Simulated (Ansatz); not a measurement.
# A bilayer of two Si sheets of the honeycomb type: a line through a two-coordinate scan

One line of a two-coordinate grid on a bilayer of two Si sheets of the honeycomb type (4 atoms in the cell): distance between the facing planes of atoms is varied, at slide of the upper layer along the long diagonal of the hexagonal surface cell, from Si4 above Si1 = 5.92 Å.

Computed with Ansatz 0.2.0 (DFT PBE+D3(BJ), scalar-relativistic, plane waves, PAW, unless a step's input says otherwise).

### 1 The system as given

The structure is monoclinic, space group C2/m (No. 12). The conventional cell has a = 6.664 Å, b = 3.847 Å, c = 18.445 Å, α = 90.00°, β = 90.00°, γ = 90.00°. Si (site symmetry m) has 3 Si at 2.27 Å as nearest neighbours.

Coordinates:

```
Si
1.0
     3.84720    0.00000    0.00000
    -1.92360    3.33177    0.00000
     0.00000    0.00000   18.44470
Si
4
Cartesian
  0.0000 2.2212 4.9723
  1.9236 1.1106 4.5000
  3.2060 0.3702 8.9447
  5.1296 -0.7404 8.4723
```

This is the start of the line's first point, built on a substrate relaxed beforehand with the same method.

### 2 Plan of the line

Atoms count from 1 in the order of the input.

The upper layer of a bilayer is slid along a line and lifted, both layers rigid.

The axes are (1) slide of the upper layer along the long diagonal of the hexagonal surface cell, from Si4 above Si1: 9 values from 0.00 to 5.92 Å, periodic; (2) distance between the facing planes of atoms: 6 values from 3.50 to 5.30 Å.

Nothing else is relaxed. Energies count from the two layers apart. Points are written as (first, second).

### 3 Grid point (5.92 Å, 3.50 Å)

The cell repeats along c, and a dipole correction in the vacuum removes the field between the copies.

Input file input.yaml:

```yaml
crystal:
  lattice:
    - [3.8472023583, 0.0, 0.0]
    - [-1.9236011791, 3.3317749758, 0.0]
    - [0.0, 0.0, 18.4446971457]
  atoms:
    - { symbol: Si, position: [0.3333333333, 0.6666666667, 0.2695814701] }
    - { symbol: Si, position: [0.6666666667, 0.3333333333, 0.243972561] }
    - { symbol: Si, position: [0.8888888889, 0.1111111111, 0.4849468156] }
    - { symbol: Si, position: [1.2222222222, -0.2222222222, 0.4593379065] }
basis:
  ecutwfc: 420
kpoints:
  mp_grid: { grid: [9, 9, 1] }
hamiltonian:
  xc: pbe
  dispersion: d3bj
scf:
  occupations: { method: gaussian, width: 0.1 }
output:
  forces: true
  eigenvalues: true
efield:
  axis: 3
  dipole_correction: true
  ramp_width: 0.04
```

Started as:

```
ansatz run input.yaml --threads 1 --pin off --max-ram 3072MiB --backend cpu --events-out ev --progress --plain --runs-dir out
```

The program printed, cut to the lines that bear on the results:

```text
Warning: RAYON_NUM_THREADS=1 ignored (pool sized by the plan → 1); use --threads N
[...]
Pseudopotentials: kind: paw
Pseudopotential: Si, paw, valence charge 4, recommended cutoff 420 eV (normal), Si.paw.azcp
Functional definition: PBE
[...]
Crystal: 4 atoms, lattice volume = 236.424 Å³
Basis set: ecut = 420 eV, 4621 PW (Γ), exchange–correlation on 54×54×250 points (8 copies of the dense FFT grid, shifted against one another)
Bands: 12, of which v1, the nominal top of the filled ones, is band 8 counted from 1 (7 counted from 0)
Symmetry: 2 space group operations
k-points: 25 of 81 (time reversal used)
[...]
SCF iter   1: F=—  HF=-2541.837671 eV  |F-HF|=—  |Δ(HF+E_count)|=         —  Δρ=1.23e-3  dr2=6.90e-3  ethr=1.77e-3  p=0.000 e·Å  D=2.03e-8 V/Å  ΔV_dip=-0.00 eV  dr2_dipole=2.29e-8  V_vac-E_F(+/−)=4.73/4.73 eV  ⟨swp⟩=8.4  Hψ=2602  notcnv=0
[...]
SCF iter   7: F=-2541.840154 eV  HF=-2541.840154 eV  |F-HF|=2.91e-9  |Δ(HF+E_count)|=   5.40e-8  Δρ=5.60e-7  dr2=1.25e-9  ethr=2.89e-10  p=0.000 e·Å  D=9.87e-7 V/Å  ΔV_dip=-0.00 eV  dr2_dipole=1.97e-10  V_vac-E_F(+/−)=4.67/4.67 eV  ⟨swp⟩=2.7  Hψ=1155  notcnv=0
[...]
SCF converged after 7 iterations
Free energy (F): -2541.840154 eV
[...]
E sigma→0 (E₀):  -2541.839714 eV
Entropy (-TS):   -0.000880 eV (-0.220 meV/atom)
Fermi energy:    -0.908880 eV
Dipole field:    D = -0.000016 V/Å  (p = -0.000021 e·Å, saw-weighted, corrected)
Work function:   Φ+ = 4.6678 eV   Φ− = 4.6675 eV
Levels:          The Fermi level and band energies are counted from a zero that moves with the ramp; work functions are not
[...]
--- Forces (eV/Å), atoms counted from 1 ---
  atom   1  Si    -0.06693190     0.03864315     0.37961759
  atom   2  Si    -0.01801572     0.01040138    -0.02750667
  atom   3  Si     0.01801892    -0.01040323     0.02751631
  atom   4  Si     0.06692876    -0.03864134    -0.37961712
[...]
--- Band table (eV; the first three rows and the last of 25) ---
  k-point 0: bands = ["-12.1281", "-11.8977", "-4.8014", "-3.3616", "-2.1471", "-2.0943", "-2.0853", "-2.0272", "1.0396", "1.2057", "1.3673", "2.0764"]
[...]
```

Wall time 7.2 s (1 thread of Intel Xeon Platinum 8259CL at 2.50GHz (Skylake/Cascade Lake), shared host); peak memory 0.45 GiB.

This gives work function 4.67 eV; gap on the mesh 0.25 eV, too small against the smearing to count.

On the map this point reads −31.8 meV/Å².

### 4 Point (5.92 Å, 3.77 Å)

input.yaml, as its differences from that of step 3:

```diff
@@ -8,4 +8,4 @@
     - { symbol: Si, position: [0.6666666667, 0.3333333333, 0.243972561] }
-    - { symbol: Si, position: [0.8888888889, 0.1111111111, 0.4849468156] }
-    - { symbol: Si, position: [1.2222222222, -0.2222222222, 0.4593379065] }
+    - { symbol: Si, position: [0.8888888889, 0.1111111111, 0.4995851693] }
+    - { symbol: Si, position: [1.2222222222, -0.2222222222, 0.4739762602] }
 basis:
```

Started as:

```
ansatz run input.yaml --threads 1 --pin off --max-ram 3072MiB --backend cpu --events-out ev --progress --plain --runs-dir out
```

The program printed, cut to the lines that bear on the results:

```text
Warning: RAYON_NUM_THREADS=1 ignored (pool sized by the plan → 1); use --threads N
[...]
[... 3 set-up lines as earlier in the session ...]
[...]
Crystal: 4 atoms, lattice volume = 236.424 Å³
Basis set: ecut = 420 eV, 4621 PW (Γ), exchange–correlation on 54×54×250 points (8 copies of the dense FFT grid, shifted against one another)
Bands: 12, of which v1, the nominal top of the filled ones, is band 8 counted from 1 (7 counted from 0)
[... 1 set-up line as earlier in the session ...]
k-points: 25 of 81 (time reversal used)
[...]
SCF iter   1: F=—  HF=-2541.749792 eV  |F-HF|=—  |Δ(HF+E_count)|=         —  Δρ=1.08e-3  dr2=4.42e-3  ethr=1.77e-3  p=0.000 e·Å  D=1.06e-7 V/Å  ΔV_dip=-0.00 eV  dr2_dipole=6.18e-8  V_vac-E_F(+/−)=4.69/4.69 eV  ⟨swp⟩=8.1  Hψ=2563  notcnv=0
[...]
SCF iter   7: F=-2541.753997 eV  HF=-2541.753997 eV  |F-HF|=1.20e-9  |Δ(HF+E_count)|=   3.59e-8  Δρ=6.00e-7  dr2=2.53e-9  ethr=5.55e-10  p=-0.000 e·Å  D=-1.71e-6 V/Å  ΔV_dip=0.00 eV  dr2_dipole=3.94e-10  V_vac-E_F(+/−)=4.64/4.64 eV  ⟨swp⟩=2.9  Hψ=1202  notcnv=0
[...]
SCF converged after 7 iterations
Free energy (F): -2541.753997 eV
[...]
E sigma→0 (E₀):  -2541.753372 eV
Entropy (-TS):   -0.001249 eV (-0.312 meV/atom)
Fermi energy:    -0.889319 eV
Dipole field:    D = 0.000023 V/Å  (p = 0.000030 e·Å, saw-weighted, corrected)
Work function:   Φ+ = 4.6385 eV   Φ− = 4.6390 eV
Levels:          The Fermi level and band energies are counted from a zero that moves with the ramp; work functions are not
[...]
--- Forces (eV/Å), atoms counted from 1 ---
  atom   1  Si    -0.04151971     0.02397141     0.27353074
  atom   2  Si    -0.00637831     0.00368252     0.01360981
  atom   3  Si     0.00637500    -0.00368061    -0.01362396
  atom   4  Si     0.04152289    -0.02397325    -0.27353604
[...]
--- Band table (eV; the first three rows and the last of 25) ---
  k-point 0: bands = ["-12.0592", "-11.9180", "-4.6092", "-3.5344", "-2.1007", "-2.0711", "-2.0660", "-2.0316", "1.1105", "1.2103", "1.3338", "2.1232"]
[...]
```

Wall time 7 s (1 thread of Intel Xeon Platinum 8259CL at 2.50GHz (Skylake/Cascade Lake), shared host); peak memory 0.45 GiB.

This gives work function 4.64 eV; gap on the mesh 0.18 eV, too small against the smearing to count.

Energy on the map's scale: −25.1 meV/Å².

### 5 Grid point (5.92 Å, 4.02 Å)

input.yaml, as its differences from that of step 4:

```diff
@@ -8,4 +8,4 @@
     - { symbol: Si, position: [0.6666666667, 0.3333333333, 0.243972561] }
-    - { symbol: Si, position: [0.8888888889, 0.1111111111, 0.4995851693] }
-    - { symbol: Si, position: [1.2222222222, -0.2222222222, 0.4739762602] }
+    - { symbol: Si, position: [0.8888888889, 0.1111111111, 0.5131392004] }
+    - { symbol: Si, position: [1.2222222222, -0.2222222222, 0.4875302913] }
 basis:
```

Started as:

```
ansatz run input.yaml --threads 1 --pin off --max-ram 3072MiB --backend cpu --events-out ev --progress --plain --runs-dir out
```

The program printed, cut to the lines that bear on the results:

```text
[...]
SCF converged after 7 iterations
Free energy (F): -2541.689132 eV
[...]
E sigma→0 (E₀):  -2541.688229 eV
Entropy (-TS):   -0.001806 eV (-0.452 meV/atom)
Fermi energy:    -0.871297 eV
Dipole field:    D = 0.000023 V/Å  (p = 0.000030 e·Å, saw-weighted, corrected)
Work function:   Φ+ = 4.6156 eV   Φ− = 4.6160 eV
Levels:          The Fermi level and band energies are counted from a zero that moves with the ramp; work functions are not
[...]
--- Forces (eV/Å), atoms counted from 1 ---
  atom   1  Si    -0.02516606     0.01452963     0.20258906
  atom   2  Si    -0.00239199     0.00138102     0.03015728
  atom   3  Si     0.00238951    -0.00137958    -0.03017327
  atom   4  Si     0.02516851    -0.01453104    -0.20259935
[...]
--- Band table (eV; the first three rows and the last of 25) ---
  k-point 0: bands = ["-12.0204", "-11.9312", "-4.4691", "-3.6588", "-2.0758", "-2.0583", "-2.0553", "-2.0345", "1.1477", "1.2096", "1.3178", "2.1496"]
[...]
```

It took 6.7 s on 1 thread of Intel Xeon Platinum 8259CL at 2.50GHz (Skylake/Cascade Lake), shared host; peak memory 0.44 GiB.

Read from this run: work function 4.62 eV; gap on the mesh 0.13 eV, too small against the smearing to count.

That is −20.0 meV/Å² from the zero.

### 6 Point (5.92 Å, 4.30 Å)

input.yaml, as its differences from that of step 5:

```diff
@@ -8,4 +8,4 @@
     - { symbol: Si, position: [0.6666666667, 0.3333333333, 0.243972561] }
-    - { symbol: Si, position: [0.8888888889, 0.1111111111, 0.5131392004] }
-    - { symbol: Si, position: [1.2222222222, -0.2222222222, 0.4875302913] }
+    - { symbol: Si, position: [0.8888888889, 0.1111111111, 0.5283197153] }
+    - { symbol: Si, position: [1.2222222222, -0.2222222222, 0.5027108062] }
 basis:
```

Started as:

```
ansatz run input.yaml --threads 1 --pin off --max-ram 3072MiB --backend cpu --events-out ev --progress --plain --runs-dir out
```

The program printed, cut to the lines that bear on the results:

```text
Warning: RAYON_NUM_THREADS=1 ignored (pool sized by the plan → 1); use --threads N
[...]
[... 3 set-up lines as earlier in the session ...]
[...]
Crystal: 4 atoms, lattice volume = 236.424 Å³
Basis set: ecut = 420 eV, 4621 PW (Γ), exchange–correlation on 54×54×250 points (8 copies of the dense FFT grid, shifted against one another)
Bands: 12, of which v1, the nominal top of the filled ones, is band 8 counted from 1 (7 counted from 0)
[... 1 set-up line as earlier in the session ...]
k-points: 25 of 81 (time reversal used)
[...]
SCF iter   1: F=—  HF=-2541.623838 eV  |F-HF|=—  |Δ(HF+E_count)|=         —  Δρ=1.06e-3  dr2=3.69e-3  ethr=1.77e-3  p=0.000 e·Å  D=5.28e-7 V/Å  ΔV_dip=-0.00 eV  dr2_dipole=9.02e-8  V_vac-E_F(+/−)=4.66/4.66 eV  ⟨swp⟩=7.9  Hψ=2533  notcnv=0
[...]
SCF iter   7: F=-2541.631585 eV  HF=-2541.631585 eV  |F-HF|=2.26e-9  |Δ(HF+E_count)|=   3.79e-9  Δρ=7.53e-7  dr2=3.30e-9  ethr=3.46e-10  p=-0.000 e·Å  D=-1.81e-6 V/Å  ΔV_dip=0.00 eV  dr2_dipole=4.45e-10  V_vac-E_F(+/−)=4.60/4.60 eV  ⟨swp⟩=2.9  Hψ=1228  notcnv=0
[...]
SCF converged after 7 iterations
Free energy (F): -2541.631585 eV
[...]
E sigma→0 (E₀):  -2541.630457 eV
Entropy (-TS):   -0.002256 eV (-0.564 meV/atom)
Fermi energy:    -0.859167 eV
Dipole field:    D = 0.000024 V/Å  (p = 0.000032 e·Å, saw-weighted, corrected)
Work function:   Φ+ = 4.6012 eV   Φ− = 4.6016 eV
Levels:          The Fermi level and band energies are counted from a zero that moves with the ramp; work functions are not
[...]
--- Forces (eV/Å), atoms counted from 1 ---
  atom   1  Si    -0.01395818     0.00805876     0.14528084
  atom   2  Si    -0.00105988     0.00061192     0.03447375
  atom   3  Si     0.00105786    -0.00061075    -0.03449008
  atom   4  Si     0.01396019    -0.00805992    -0.14529417
[...]
--- Band table (eV; the first three rows and the last of 25) ---
  k-point 0: bands = ["-11.9945", "-11.9414", "-4.3496", "-3.7656", "-2.0598", "-2.0501", "-2.0484", "-2.0368", "1.1706", "1.2069", "1.3153", "2.1671"]
[...]
```

Wall time 7.1 s (1 thread of Intel Xeon Platinum 8259CL at 2.50GHz (Skylake/Cascade Lake), shared host); peak memory 0.44 GiB.

Read from this run: work function 4.60 eV; gap on the mesh 0.09 eV, too small against the smearing to count.

That is −15.5 meV/Å² from the zero.

### 7 Grid point (5.92 Å, 4.70 Å)

input.yaml, as its differences from that of step 6:

```diff
@@ -8,4 +8,4 @@
     - { symbol: Si, position: [0.6666666667, 0.3333333333, 0.243972561] }
-    - { symbol: Si, position: [0.8888888889, 0.1111111111, 0.5283197153] }
-    - { symbol: Si, position: [1.2222222222, -0.2222222222, 0.5027108062] }
+    - { symbol: Si, position: [0.8888888889, 0.1111111111, 0.5500061652] }
+    - { symbol: Si, position: [1.2222222222, -0.2222222222, 0.5243972561] }
 basis:
```

Started as:

```
ansatz run input.yaml --threads 1 --pin off --max-ram 3072MiB --backend cpu --events-out ev --progress --plain --runs-dir out
```

The program printed, cut to the lines that bear on the results:

```text
[...]
SCF converged after 6 iterations
Free energy (F): -2541.572125 eV
[...]
E sigma→0 (E₀):  -2541.570800 eV
Entropy (-TS):   -0.002650 eV (-0.662 meV/atom)
Fermi energy:    -0.850326 eV
Dipole field:    D = -0.000022 V/Å  (p = -0.000029 e·Å, saw-weighted, corrected)
Work function:   Φ+ = 4.5927 eV   Φ− = 4.5923 eV
Levels:          The Fermi level and band energies are counted from a zero that moves with the ramp; work functions are not
[...]
--- Forces (eV/Å), atoms counted from 1 ---
  atom   1  Si    -0.00588008     0.00339487     0.09124288
  atom   2  Si    -0.00072099     0.00041626     0.02971255
  atom   3  Si     0.00072051    -0.00041599    -0.02969401
  atom   4  Si     0.00588041    -0.00339506    -0.09122433
[...]
--- Band table (eV; the first three rows and the last of 25) ---
  k-point 0: bands = ["-11.9750", "-11.9500", "-4.2321", "-3.8718", "-2.0482", "-2.0440", "-2.0433", "-2.0383", "1.1863", "1.2036", "1.3310", "2.1802"]
[...]
```

Run time: 6.3 s. Hardware: 1 thread of Intel Xeon Platinum 8259CL at 2.50GHz (Skylake/Cascade Lake), shared host; peak memory 0.43 GiB.

Read from this run: work function 4.59 eV; gap on the mesh 0.05 eV, too small against the smearing to count.

On the map this point reads −10.9 meV/Å².

### 8 The run at (5.92 Å, 5.30 Å)

input.yaml, as its differences from that of step 7:

```diff
@@ -8,4 +8,4 @@
     - { symbol: Si, position: [0.6666666667, 0.3333333333, 0.243972561] }
-    - { symbol: Si, position: [0.8888888889, 0.1111111111, 0.5500061652] }
-    - { symbol: Si, position: [1.2222222222, -0.2222222222, 0.5243972561] }
+    - { symbol: Si, position: [0.8888888889, 0.1111111111, 0.58253584] }
+    - { symbol: Si, position: [1.2222222222, -0.2222222222, 0.5569269309] }
 basis:
```

Started as:

```
ansatz run input.yaml --threads 1 --pin off --max-ram 3072MiB --backend cpu --events-out ev --progress --plain --runs-dir out
```

The program printed, cut to the lines that bear on the results:

```text
Warning: RAYON_NUM_THREADS=1 ignored (pool sized by the plan → 1); use --threads N
[...]
[... 3 set-up lines as earlier in the session ...]
[...]
Crystal: 4 atoms, lattice volume = 236.424 Å³
Basis set: ecut = 420 eV, 4621 PW (Γ), exchange–correlation on 54×54×250 points (8 copies of the dense FFT grid, shifted against one another)
Bands: 12, of which v1, the nominal top of the filled ones, is band 8 counted from 1 (7 counted from 0)
[... 1 set-up line as earlier in the session ...]
k-points: 25 of 81 (time reversal used)
[...]
SCF iter   1: F=—  HF=-2541.512803 eV  |F-HF|=—  |Δ(HF+E_count)|=         —  Δρ=9.89e-4  dr2=3.52e-3  ethr=1.77e-3  p=0.000 e·Å  D=7.58e-7 V/Å  ΔV_dip=-0.00 eV  dr2_dipole=7.45e-8  V_vac-E_F(+/−)=4.69/4.68 eV  ⟨swp⟩=7.8  Hψ=2522  notcnv=0
[...]
SCF converged after 6 iterations
Free energy (F): -2541.517881 eV
[...]
E sigma→0 (E₀):  -2541.515855 eV
Entropy (-TS):   -0.004051 eV (-1.013 meV/atom)
Fermi energy:    -0.845423 eV
Dipole field:    D = -0.000015 V/Å  (p = -0.000019 e·Å, saw-weighted, corrected)
Work function:   Φ+ = 4.5900 eV   Φ− = 4.5897 eV
Levels:          The Fermi level and band energies are counted from a zero that moves with the ramp; work functions are not
[...]
--- Forces (eV/Å), atoms counted from 1 ---
  atom   1  Si    -0.00157676     0.00091035     0.04683600
  atom   2  Si    -0.00031655     0.00018276     0.01863400
  atom   3  Si     0.00031575    -0.00018230    -0.01862032
  atom   4  Si     0.00157737    -0.00091070    -0.04682100
[...]
--- Band table (eV; the first three rows and the last of 25) ---
  k-point 0: bands = ["-11.9631", "-11.9551", "-4.1338", "-3.9624", "-2.0412", "-2.0400", "-2.0398", "-2.0384", "1.1954", "1.2013", "1.3700", "2.1882"]
[...]
```

Run time: 5.9 s. Hardware: 1 thread of Intel Xeon Platinum 8259CL at 2.50GHz (Skylake/Cascade Lake), shared host; peak memory 0.45 GiB.

From the log: work function 4.59 eV; gap on the mesh 0.02 eV, too small against the smearing to count.

On the map this point reads −6.7 meV/Å².

### 9 The line in numbers

| distance between the facing planes of atoms (Å) | step | energy (meV/Å²) | slope (meV/Å² per Å) | band gap on the k-mesh (eV) | binding energy against the separate layers (meV/Å²) |
| --- | --- | --- | --- | --- | --- |
| 3.50 | 3 | −31.8 | 27.5 | 0.25 | −31.8 |
| 3.77 | 4 | −25.1 | 22.4 | 0.18 | −25.1 |
| 4.02 | 5 | −20.0 | 18.2 | 0.13 | −20.0 |
| 4.30 | 6 | −15.5 | 14.0 | 0.09 | −15.5 |
| 4.70 | 7 | −10.9 | 9.4 | 0.05 | −10.9 |
| 5.30 | 8 | −6.7 | 5.1 | 0.02 | −6.7 |

Energies count from the two layers apart. Slopes come from the forces and the stress, not from differences of energies.

In words: The energy is lowest at the end of the line, 3.50 Å, so the minimum along this coordinate may lie outside the range. The highest point, at 5.30 Å, lies 25.1 meV/Å² above the lowest. This is one cut through a surface in two coordinates; the map's lowest point lies off it. The gap on the mesh closes on part of the grid.
